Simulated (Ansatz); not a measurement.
Take LaAlO₃ (space group R-3c, No. 167; a = 5.367 Å, c = 13.108 Å (hexagonal axes)) as the base.

Method: Ansatz (a quantum-chemistry and plane-wave program) r2SCAN, no spin-orbit coupling, earlier PAW set.

For the base:

```
Quantity                            Value
-----------------------------  ----------
Shortest interatomic distance     1.902 Å
Density                        6.52 g/cm³
Band gap                          4.38 eV
```

One thing is altered: a hydrostatic pressure of 30 GPa.

Predict the new shortest interatomic distance, density, band gap and gap character.

The shortest interatomic distance drops by 0.078 Å, from 1.902 Å to 1.824 Å; the density increases by 0.80 g/cm³ (6.52 g/cm³ → 7.32 g/cm³); the band gap shrinks by 0.15 eV, from 4.38 eV to 4.23 eV; the gap character amounts to direct at Γ.

Load acts through the strain it causes; cell and atoms are relaxed under it. No phonon test of stability was made. Competing high-pressure phases were not computed. k-point labels follow each cell's own Brillouin zone.
